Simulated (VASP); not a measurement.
# Li (Im-3m) in VASP: notebook

Runs on Li. Level: PBEsol. Tasks: single point, relaxation of cell and atoms.

All numbers are computed with VASP 6.6.1; they aren't measurements. Logs are shortened: lines on timing, memory, paths and dates and some standing lists are left out, and cuts for length are marked.

### 1 The crystal as given

It takes space group Im-3m (No. 229, cubic). Conventional cell: a = 3.432 Å, b = 3.432 Å, c = 3.432 Å, α = 90.00°, β = 90.00°, γ = 90.00°. Li (site symmetry m-3m) is surrounded by 8 Li at 2.97 Å.

### 2 Single point, PBEsol (relaxed again under DFT PBEsol, scalar-relativistic, plane waves, PAW)

INCAR

```
SYSTEM = Li
PREC = Accurate
ENCUT = 520
EDIFF = 1E-7
ISMEAR = 0
SIGMA = 0.1
LREAL = .False.
LASPH = .True.
NELM = 80
ALGO = Normal
ISIF = 2
LWAVE = .False.
LCHARG = .False.
GGA = PS
NBANDS = 8
```

KPOINTS

```
regular mesh
0
Gamma
  16 16 16
  0 0 0
```

POSCAR

```
Li
1.0
   -1.7158075576      1.7158075576      1.7158075576
    1.7158075576     -1.7158075576      1.7158075576
    1.7158075576      1.7158075576     -1.7158075576
Li
1
Direct
    0.0000000000      0.0000000000      0.0000000000
```

Potentials or basis: VASP PAW PBE potentials, release 64 (Li_sv).

Command:

```bash
$ cat potpaw_PBE.64/Li_sv/POTCAR > POTCAR
$ mpirun -np 1 vasp_std > vasp.out
```

OUTCAR:

```text
SYSTEM = Li
   PREC = Accurate
   ENCUT = 520
   EDIFF = 1E-7
   ISMEAR = 0
   LREAL = .False.
   LASPH = .True.
   NELM = 80
   ISIF = 2
   GGA = PS

 ion  position               nearest neighbor table
   1  0.000  0.000  0.000-

  LATTYP: Found a body centered cubic cell.
 ALAT       =     3.4316151152

  Lattice vectors:

 A1 = (  -1.7158075576,   1.7158075576,   1.7158075576)
 A2 = (   1.7158075576,  -1.7158075576,   1.7158075576)
 A3 = (   1.7158075576,   1.7158075576,  -1.7158075576)

Analysis of symmetry for initial positions (statically):
=====================================================================
 Subroutine PRICEL returns:
 Original cell was already a primitive cell.

 Routine SETGRP: Setting up the symmetry group for a
 body centered cubic supercell.

 Subroutine GETGRP returns: Found 48 space group operations
 (whereof 48 operations were pure point group operations)
 out of a pool of 48 trial point group operations.

The static configuration has the point symmetry O_h .

Analysis of symmetry for dynamics (positions and initial velocities):
=====================================================================
 Subroutine PRICEL returns:
 Original cell was already a primitive cell.

 Routine SETGRP: Setting up the symmetry group for a
 body centered cubic supercell.

 Subroutine GETGRP returns: Found 48 space group operations
 (whereof 48 operations were pure point group operations)
 out of a pool of 48 trial point group operations.

The dynamic configuration has the point symmetry O_h .

 Subroutine INISYM returns: Found 48 space group operations
 (whereof 48 operations are pure point group operations),
 and found     1 'primitive' translations

----------------------------------------------------------------------------------------

                                     Primitive cell

  volume of cell :      20.2053

  direct lattice vectors                    reciprocal lattice vectors
    -1.715807558  1.715807558  1.715807558     0.000000000  0.291407972  0.291407972
     1.715807558 -1.715807558  1.715807558     0.291407972  0.000000000  0.291407972
     1.715807558  1.715807558 -1.715807558     0.291407972  0.291407972  0.000000000

  length of vectors
     2.971865866  2.971865866  2.971865866     0.412113106  0.412113106  0.412113106

  position of ions in fractional coordinates (direct lattice)
     0.000000000  0.000000000  0.000000000

  ion indices of the primitive-cell ions
   primitive index   ion index
                 1           1

----------------------------------------------------------------------------------------

 KPOINTS: regular mesh

Automatic generation of k-mesh.
 Grid dimensions read from file:
 generate k-points for:   16   16   16

 Generating k-lattice:

  Cartesian coordinates                     Fractional coordinates (reciprocal lattice)
     0.000000000  0.018212998  0.018212998     0.062500000  0.000000000  0.000000000
     0.018212998  0.000000000  0.018212998     0.000000000  0.062500000  0.000000000
     0.018212998  0.018212998  0.000000000     0.000000000  0.000000000  0.062500000

  Length of vectors
     0.025757069  0.025757069  0.025757069

  Shift w.r.t. Gamma in fractional coordinates (k-lattice)
     0.000000000  0.000000000  0.000000000

 Subroutine IBZKPT returns following result:
 ===========================================

 Found    145 irreducible k-points:

 Following reciprocal coordinates:
            Coordinates               Weight
  0.000000  0.000000  0.000000      1.000000
  0.062500  0.000000  0.000000     12.000000
  0.125000  0.000000  0.000000     12.000000
  0.187500  0.000000  0.000000     12.000000
  0.250000  0.000000  0.000000     12.000000
  0.312500  0.000000  0.000000     12.000000
[... 16 lines left out ...]
  0.187500  0.187500  0.000000     24.000000
  0.250000  0.187500  0.000000     48.000000
 [... further k-points ...]
   k-points           NKPTS =    145   k-points in BZ     NKDIM =    145   number of bands    NBANDS=      8
   number of dos      NEDOS =    301   number of ions     NIONS =      1
   total plane-waves  NPLWV =  13824
   dimension x,y,z NGX =    24 NGY =   24 NGZ =   24
   dimension x,y,z NGXF=    48 NGYF=   48 NGZF=   48
   ions per type =               1
   NGX,Y,Z   is equivalent  to a cutoff of  13.43, 13.43, 13.43 a.u.
   NGXF,Y,Z  is equivalent  to a cutoff of  26.85, 26.85, 26.85 a.u.
 SYSTEM =  Li
   PREC   = accura    normal or accurate (medium, high low for compatibility)
   ISTART =      0    job   : 0-new  1-cont  2-samecut
   ICHARG =      2    charge: 1-file 2-atom 10-const
   ISPIN  =      1    spin polarized calculation?
   LNONCOLLINEAR =      F non collinear calculations
   LSORBIT =      F    spin-orbit coupling
   LASPH  =      T    aspherical Exc in radial PAW
   ENCUT  =  520.0 eV  38.22 Ry    6.18 a.u.   5.53  5.53  5.53*2*pi/ulx,y,z
   NELM   =     80;   NELMIN=  2; NELMDL= -5     # of ELM steps
   EDIFF  = 0.1E-06   stopping-criterion for ELM
   LREAL  =      F    real-space projection
   EDIFFG = 0.1E-05   stopping-criterion for IOM
   NSW    =      0    number of steps for IOM
   IBRION =     -1    ionic relax: 0-MD 1-quasi-New 2-CG
   NFREE  =      0    steps in history (QN), initial steepest desc. (CG)
   ISIF   =      2    stress and relaxation
   ISYM   =      2    0-nonsym 1-usesym 2-fastsym
   POTIM  = 0.5000    time-step for ionic-motion
   TEBEG  =    0.0;   TEEND  =   0.0 temperature during run
   PSTRESS=    0.0 pullay stress
   NELECT =       3.0000    total number of electrons
   NUPDOWN=      -1.0000    fix difference up-down
   EMIN   =  10.00;   EMAX   =-10.00  energy-range for DOS
   EFERMI =   0.00;   METHOD = LEGACY
   ISMEAR =     0;   SIGMA  =   0.10  broadening in eV -4-tet -1-fermi 0-gaus
   EFERMI_NEDOS =   21; number of points for ismear=-14 and -15
   IALGO  =     38    algorithm
   IMIX   =      4    mixing-type and parameters
     AMIX     =   0.40;   BMIX     =  1.00
     AMIX_MAG =   1.60;   BMIX_MAG =  1.00
  volume/ion in A,a.u.               =      20.21       136.35
  Fermi-wavevector in a.u.,A,eV,Ry     =   0.866882  1.638170 10.224567  0.751484
  Thomas-Fermi vector in A             =   1.985335
   LORBIT       =      0    0 simple, 1 ext, 2 COOP (PROOUT), +10 PAW based schemes
   GGA     = PS    functional components
   LHFCALC =     F    Hartree Fock is set to
   AEXX    =    0.0000 exact exchange contribution
   IVDW    =     0    specifies the selected vdW correction
   LEPSILON=     F    determine dielectric tensor
   LRPA    =     F    only Hartree local field effects (RPA)
 non-spin polarized calculation
 Gauss-broadening in eV      SIGMA  =   0.10
  energy-cutoff  :      520.00
  volume of cell :       20.21
 maximum number of plane-waves:       560
 NGX is ok and might be reduce to    24
   NGX = 11   NGY = 11   NGZ = 11

 number of electron       3.0000001 magnetization

 Free energy of the ion-electron system (eV)
  ---------------------------------------------------
  ext. energy  EPLUGINS =         0.00000000
  ---------------------------------------------------
  free energy    TOTEN  =        -1.96713273 eV

  energy without entropy =       -1.96424192  energy(sigma->0) =       -1.96568733

 E-fermi :   0.6296     XC(G=0):  -7.0254

 val. band max:        0.6082304922   @ k =   0.2500   0.2500   0.0000
 cond. band min:       0.6422530933   @ k =   0.3125   0.1875   0.0000
 fundamental gap:      0.0340226012
 Fermi energy:         0.6296080747

 k-point     1 :       0.0000    0.0000    0.0000
  band No.  band energies     occupation
      1     -45.2712      2.00000
      2      -2.9232      2.00000
      3      15.2991      0.00000
      4      15.2991      0.00000
      5      15.2991      0.00000
      6      20.0324      0.00000
      7      20.0324      0.00000
      8      20.0324      0.00000

 k-point     2 :       0.0625    0.0000    0.0000
  band No.  band energies     occupation
      1     -45.2704      2.00000
      2      -2.8491      2.00000
      3      14.7919      0.00000
      4      14.9178      0.00000
      5      15.1679      0.00000
      6      18.8780      0.00000
      7      19.0629      0.00000
      8      20.2796      0.00000

 k-point     3 :       0.1250    0.0000    0.0000
  band No.  band energies     occupation
      1     -45.2682      2.00000
      2      -2.6274      2.00000
      3      13.3148      0.00000
      4      14.1077      0.00000
      5      14.7958      0.00000
      6      17.8285      0.00000
      7      17.8622      0.00000
      8      19.8842      0.00000

 k-point     4 :       0.1875    0.0000    0.0000
  band No.  band energies     occupation
      1     -45.2648      2.00000
      2      -2.2575      2.00000
      3      11.3564      0.00000
      4      13.2447      0.00000
      5      14.2688      0.00000
      6      16.7525      0.00000
      7      17.4775      0.00000
      8      19.9372      0.00000

 k-point     5 :       0.2500    0.0000    0.0000
  band No.  band energies     occupation
      1     -45.2608      2.00000
      2      -1.7412      2.00000
      3       9.3570      0.00000
      4      12.4760      0.00000
      5      13.7089      0.00000
      6      15.8650      0.00000
      7      17.3954      0.00000
      8      20.3474      0.00000
[... 177 lines left out ...]
 k-point    22 :       0.4375    0.1250    0.0000
  band No.  band energies     occupation
      1     -45.2495      2.00000
      2       1.1735      0.00000
      3       3.9441      0.00000
      4       9.5074      0.00000
      5      11.5209      0.00000
      6      16.7095      0.00000
      7      18.5305      0.00000
      8      23.2665      0.00000

 k-point    23 :       0.1875    0.1875    0.0000
  band No.  band energies     occupation
      1     -45.2558      2.00000
      2      -0.9233      2.00000
      3       8.1528      0.00000
      4       9.6107      0.00000
      5      12.2578      0.00000
      6      17.5462      0.00000
      7      18.2070      0.00000
      8      21.2779      0.00000

 k-point    24 :       0.2500    0.1875    0.0000
  band No.  band energies     occupation
      1     -45.2527      2.00000
      2      -0.1915      2.00000
      3       6.6420      0.00000
      4       8.8694      0.00000
      5      11.8474      0.00000
      6      17.7108      0.00000
      7      18.5389      0.00000
      8      21.9958      0.00000

 [... further k-points ...]

------------------------ aborting loop because EDIFF is reached ----------------------------------------

  FORCE on cell =-STRESS in cart. coord.  units (eV):
  Direction    XX          YY          ZZ          XY          YZ          ZX
  --------------------------------------------------------------------------------------
  -------------------------------------------------------------------------------------
  Total       -0.0080009     -0.0080009     -0.0080009     -0.0000000     -0.0000000      0.0000000
  in kB       -0.6344301     -0.6344301     -0.6344301     -0.0000000     -0.0000000      0.0000000
  external PRESSURE =      -0.6344301 kB  Pullay stress =       0.0000000 kB

 VOLUME and BASIS-vectors are now :
 -----------------------------------------------------------------------------
  energy-cutoff  :      520.00
  volume of cell :       20.21
      direct lattice vectors                 reciprocal lattice vectors
    -1.715807558  1.715807558  1.715807558     0.000000000  0.291407972  0.291407972
     1.715807558 -1.715807558  1.715807558     0.291407972  0.000000000  0.291407972
     1.715807558  1.715807558 -1.715807558     0.291407972  0.291407972  0.000000000

 POSITION                                       TOTAL-FORCE (eV/Angst)
 -----------------------------------------------------------------------------------
      0.00000      0.00000      0.00000         0.000000      0.000000      0.000000
 -----------------------------------------------------------------------------------
    total drift:                                0.000000      0.000000     -0.000000

  FREE ENERGIE OF THE ION-ELECTRON SYSTEM (eV)
  ---------------------------------------------------
  free  energy   TOTEN  =        -1.9671327306 eV

  energy  without entropy=       -1.9642419222  energy(sigma->0) =       -1.96568733
```

Run time: 5.4 s. Hardware: 1 thread of Intel Xeon 6975P-C (Granite Rapids), shared host; peak memory 0.13 GiB.

What came out:

| Quantity | Value |
| --- | --- |
| Free energy | -1.9671 eV |
| Band gap on the k mesh | none (metal or under the smearing width) |

Caveat: the cutoff is under 1.25 times the usual one of these potentials, so pressure, stress and relaxed cells hold a basis-set (Pulay) error; the PAW data sets were made with another functional, which shifts forces and pressure a little.

### 3 Relaxation of cell and atoms, PBEsol

INCAR

```
SYSTEM = Li
ALGO = Fast
EDIFF = 1E-6
EDIFFG = -0.005
ENCUT = 600
GGA = PS
IBRION = 2
ISIF = 3
ISMEAR = 0
LASPH = .True.
LCHARG = .False.
LREAL = .False.
LWAVE = .False.
NELM = 60
NSW = 70
PREC = Accurate
SIGMA = 0.1
```

KPOINTS

```
k-points
0
Gamma
  16 16 16
  0 0 0
```

POSCAR is that of step 2.

Potentials or basis: VASP PAW PBE potentials, release 64 (Li_sv).

Command:

```bash
$ cat potpaw_PBE.64/Li_sv/POTCAR > POTCAR
$ mpirun -np 1 vasp_std > vasp.out
```

Wall time 7.9 s (1 thread of Intel Xeon 6975P-C (Granite Rapids), shared host); peak memory 0.14 GiB.

The run converged. Its results:

```yaml
Free_energy: -1.9676 eV
Relaxed_volume: 20.02 Å³/atom
Relaxed_cell: a = 2.963 Å, b = 2.963 Å, c = 2.963 Å, α = 109.47°, β = 109.47°, γ = 109.47°
Space_group_after_relaxing_to_0.05_Å: Im-3m (No. 229)
Energy_gained_by_relaxing: 0.0 meV/atom
Ionic_steps: 4
Pressure_after_relaxing: 0.0 GPa
Band_gap_on_the_k_mesh: none (metal or under the smearing width)
```

Final structure:
```cif
data_structure
_symmetry_space_group_name_H-M 'P 1'
_symmetry_Int_Tables_number 1
_cell_length_a 2.9628
_cell_length_b 2.9628
_cell_length_c 2.9628
_cell_angle_alpha 109.471
_cell_angle_beta 109.471
_cell_angle_gamma 109.471
_cell_volume 20.02
loop_
_atom_site_label
_atom_site_type_symbol
_atom_site_fract_x
_atom_site_fract_y
_atom_site_fract_z
_atom_site_occupancy
Li1 Li 0.00000 0.00000 0.00000 1
```

Levels at points of the mesh, in eV from the Fermi level:
| k point | band 1 | band 2 | band 3 | band 4 | band 5 |
| --- | --- | --- | --- | --- | --- |
| (0.00, 0.00, 0.00) | -45.88 | -3.57 | 14.76 | 14.76 | 14.76 |
| (0.50, 0.00, 0.00) | -45.86 | 0.25 | 3.31 | 10.47 | 11.95 |
| (0.50, 0.50, 0.50) | -45.84 | 5.58 | 5.58 | 5.58 | 7.83 |

Caveat: the cutoff is under 1.25 times the usual one of these potentials, so pressure, stress and relaxed cells hold a basis-set (Pulay) error; the PAW data sets were made with another functional, which shifts forces and pressure a little.
